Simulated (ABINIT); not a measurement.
CsPbCl3:

```
Pb Cs Cl
1.0
     5.60500    0.00000    0.00000
     0.00000    5.60500    0.00000
     0.00000    0.00000    5.60500
Pb Cs Cl
1 1 3
Cartesian
  2.8025 2.8025 2.8025
  0.0000 0.0000 0.0000
  2.8025 0.0000 2.8025
  0.0000 2.8025 2.8025
  2.8025 2.8025 0.0000
```

Base run:

| Quantity | Value |
| --- | --- |
| Program | ABINIT 10.8.3 (patched build) |
| Functional | WC |
| Potentials or basis | JTH PAW PBE v2.0 |
| Cutoff | 680 eV |
| k mesh | 5 × 5 × 5 |
| Occupations | fermi-dirac, width 0.05 eV |
| Spin | no spin polarisation |

Its results: pressure 0.2 GPa.

Task: After a change of settings the same cell gave: pressure 3.6 GPa. Which change was it?
A. functional from WC to HCTH407
B. functional from WC to PBE; k mesh from 5 × 5 × 5 to 3 × 3 × 3
C. functional from WC to PBE; potentials or basis from JTH PAW PBE v2.0 to JTH PAW PBE v2.0 sp; valence electrons from 44 to 34
D. functional from WC to PBEsol; k mesh from 5 × 5 × 5 to 3 × 3 × 3

Result: A.

Caveats: the PAW data sets were made with another functional, which shifts forces and pressure a little.
